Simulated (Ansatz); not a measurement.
**F started on a Li site in rocksalt LiF, 64 atoms, charge +3**

Computed with Ansatz 0.2.0, DFT, PBEsol, PAW, plane waves.

Command:

```sh
ansatz run in.yaml --threads 7 --pin off --max-ram 13300MiB --runs-dir r --events-out ev --progress --plain
```

The input less its lattice and atoms (starting moments on atoms near the defect: 1 μB in all):

```yaml
crystal:
  symmetry: { detect: false }
kpoints:
  mp_grid: { grid: [1, 1, 1], shift: [0.25, 0.25, 0.25] }
hamiltonian:
  xc: pbesol
total_charge: 3
magnetization:
  spin_polarized: true
scf:
  occupations: { method: fermi_dirac, width: 0.01 }
relax:
  f_tol: 0.03
  max_steps: 80
  escape_saddle: false
  adjacent_minimum: "off"
output:
  forces: true
  eigenvalues: true
  populations: true
  charged_corrections: { epsilon: 9 }
```

Start:

```
F Li
1.0
     8.01519    0.00000    0.00000
     0.00000    8.01519    0.00000
     0.00000    0.00000    8.01519
F Li
33 31
Direct
  0.24651 0.99951 0.00084
  0.25285 0.00173 0.50363
  0.25324 0.50206 0.00074
  0.24917 0.50067 0.49997
  0.74899 0.99677 0.99807
  0.75515 0.99909 0.50164
  0.74777 0.49882 0.99447
  0.74762 0.50174 0.50254
  0.99757 0.25209 0.99696
  0.00166 0.25144 0.50022
  0.99771 0.75158 0.00059
  0.00118 0.75716 0.50284
  0.50119 0.25112 0.00085
  0.50011 0.25543 0.49527
  0.50108 0.75277 0.00036
  0.49849 0.75319 0.50124
  0.99996 0.00243 0.25128
  0.99841 0.99991 0.74937
  0.00281 0.50341 0.24938
  0.99821 0.50172 0.75106
  0.50456 0.00082 0.25029
  0.49813 0.00090 0.75484
  0.49734 0.50078 0.24833
  0.50340 0.49861 0.74961
  0.49936 0.49738 0.49879
  0.25162 0.25009 0.24991
  0.24891 0.24840 0.75362
  0.24717 0.74939 0.25140
  0.24846 0.74337 0.74902
  0.75112 0.25182 0.24735
  0.75310 0.25096 0.74462
  0.75143 0.74907 0.25341
  0.75031 0.74732 0.74813
  0.99999 0.00334 0.00043
  0.00540 0.99513 0.50279
  0.99718 0.50271 0.99974
  0.99929 0.50052 0.50078
  0.50161 0.99534 0.99674
  0.49515 0.00463 0.50567
  0.49516 0.50480 0.00244
  0.24533 0.24554 0.99864
  0.25265 0.25163 0.49818
  0.25027 0.75125 0.00500
  0.25048 0.74881 0.49977
  0.74960 0.24881 0.99633
  0.75083 0.25063 0.50011
  0.74648 0.75149 0.00082
  0.75118 0.74883 0.50015
  0.24879 0.00441 0.24565
  0.24941 0.00222 0.74745
  0.25177 0.49958 0.25070
  0.24941 0.49962 0.74777
  0.74635 0.99818 0.24815
  0.74945 0.99699 0.75161
  0.75010 0.49944 0.24703
  0.75027 0.49684 0.74958
  0.00216 0.25143 0.24748
  0.00135 0.25052 0.75477
  0.00079 0.75246 0.24689
  0.00292 0.74974 0.75084
  0.49701 0.25221 0.25159
  0.49707 0.25251 0.75083
  0.49968 0.74863 0.24899
  0.49263 0.75102 0.75787
```

Steps:

```tsv
step	energy less the first (eV)	largest force component (eV/Å)
start	0.000	1.062
1	-0.199	0.539
2	-0.349	0.021
3	-0.349	0.022
```

A structure on the way, about -0.20 eV from the start:

```xyz
64
Lattice="8.0152 0.0000 0.0000 0.0000 8.0152 0.0000 0.0000 0.0000 8.0152" Properties=species:S:1:pos:R:3 pbc="T T T"
F     1.9831    0.0011    0.0104
F     2.0209    0.0123    4.0348
F     2.0326    4.0267    0.0032
F     1.9683    4.0080    4.0065
F     6.0085    8.0005    8.0015
F     6.0271    8.0119    4.0186
F     5.9940    4.0078    7.9879
F     6.0318    4.0202    4.0283
F     8.0060    2.0129    7.9993
F     0.0078    2.0202    4.0094
F     7.9999    6.0161    0.0028
F     0.0064    6.0499    4.0245
F     4.0217    2.0156    0.0057
F     4.0028    1.9939    3.9762
F     4.0143    6.0250    8.0128
F     3.9960    6.0527    4.0116
F     0.0018    0.0127    2.0075
F     8.0096    8.0147    6.0075
F     0.0113    4.0239    2.0042
F     8.0038    4.0200    6.0111
F     4.0373    0.0066    2.0076
F     3.9990    0.0062    6.0324
F     3.9853    4.0140    1.9642
F     4.0287    3.9953    6.0399
F     4.0080    3.9944    4.0061
F     2.0126    2.0046    2.0020
F     2.0001    2.0068    6.0313
F     1.9873    6.0103    2.0107
F     1.9991    5.9768    6.0028
F     6.0176    2.0231    2.0000
F     6.0265    2.0144    5.9847
F     6.0177    6.0039    2.0220
F     6.0147    6.0013    5.9953
Li    0.0035    0.0176    0.0002
Li    0.0259    7.9776    4.0249
Li    7.9967    4.0211    8.0118
Li    8.0130    4.0075    4.0115
Li    4.0223    7.9833    7.9869
Li    3.9646    0.0119    4.0414
Li    3.9754    4.0392    0.0154
Li    1.9768    1.9756    7.9998
Li    2.0076    2.0085    3.9938
Li    2.0023    6.0268    0.0333
Li    2.0046    6.0056    4.0019
Li    6.0157    2.0017    8.0025
Li    6.0222    2.0026    4.0207
Li    5.9899    6.0303    0.0027
Li    6.0189    6.0095    4.0032
Li    1.9949    0.0296    1.9748
Li    2.0008    0.0281    5.9973
Li    2.0048    4.0080    2.0026
Li    1.9931    4.0168    5.9997
Li    5.9855    8.0047    1.9901
Li    6.0155    8.0011    6.0233
Li    6.0130    4.0066    1.9851
Li    6.0166    3.9907    6.0200
Li    0.0091    2.0064    1.9889
Li    0.0083    2.0062    6.0479
Li    0.0047    6.0244    1.9786
Li    0.0243    6.0114    6.0177
Li    3.9874    2.0132    2.0076
Li    3.9862    2.0163    6.0279
Li    4.0054    6.0089    1.9929
Li    3.9591    6.0222    6.0617
```

End:

```
F Li
1.0
     8.01519    0.00000    0.00000
     0.00000    8.01519    0.00000
     0.00000    0.00000    8.01519
F Li
33 31
Direct
  0.25003 0.00063 0.00029
  0.25030 0.00080 0.50027
  0.25021 0.50085 0.00024
  0.24030 0.49969 0.49930
  0.74969 0.00026 0.00003
  0.74938 0.00030 0.49965
  0.74891 0.50048 0.99979
  0.75924 0.50043 0.50024
  0.00003 0.25093 0.00037
  0.00012 0.25108 0.50023
  0.99950 0.75047 0.99987
  0.99948 0.74972 0.49972
  0.49995 0.25102 0.00023
  0.49909 0.24049 0.49930
  0.49955 0.74986 0.00017
  0.50050 0.76031 0.50061
  0.00017 0.00068 0.25002
  0.99968 0.00054 0.75005
  0.00000 0.50092 0.25071
  0.99946 0.50034 0.74929
  0.49980 0.00085 0.25065
  0.49958 0.00043 0.74964
  0.49911 0.49946 0.24081
  0.50021 0.50100 0.75984
  0.50013 0.50006 0.50073
  0.25026 0.25104 0.25041
  0.25078 0.25121 0.75004
  0.25042 0.75039 0.25080
  0.25010 0.74970 0.74940
  0.74988 0.25137 0.25070
  0.74884 0.25056 0.74913
  0.74888 0.74961 0.25000
  0.74935 0.75000 0.74954
  0.00027 0.00128 0.99992
  0.99971 0.00030 0.50015
  0.99922 0.49985 0.99988
  0.99989 0.50059 0.50027
  0.49925 0.00013 0.00031
  0.49952 0.00022 0.50018
  0.49976 0.50104 0.00049
  0.24820 0.24918 0.99884
  0.24731 0.24842 0.50141
  0.24837 0.75230 0.00056
  0.24804 0.75257 0.49967
  0.75144 0.24918 0.99953
  0.75248 0.24825 0.50054
  0.75048 0.75151 0.00128
  0.75139 0.75246 0.49856
  0.24944 0.99969 0.24914
  0.24778 0.00078 0.75114
  0.24751 0.50187 0.24782
  0.24723 0.50073 0.75229
  0.75058 0.99985 0.24865
  0.75141 0.00138 0.75149
  0.75201 0.50084 0.24798
  0.75237 0.49889 0.75205
  0.99834 0.24896 0.24887
  0.00001 0.24931 0.75149
  0.99972 0.75216 0.24895
  0.00056 0.75145 0.75091
  0.50141 0.24822 0.24757
  0.49945 0.24830 0.75255
  0.49963 0.75274 0.24865
  0.49864 0.75287 0.75217
```

The calculation finished and met its thresholds.

Time: 39 s of wall time on 7 threads of a Neoverse-V2 processor, on a host shared with other runs; peak host memory 1.6 GiB.

Task: How much energy did the relaxation gain, and which atom moved most?

Result: 0.35 eV in 3 steps, from a start with small random displacements; atom 14 (F) moved 0.12 Å, the median atom 0.03 Å (drift of the whole cell removed).

The moment started at 1 μB and ended at 5.0 μB; no other spin state is shown. The one k point has no symmetry partners, which can distort the end along one axis.
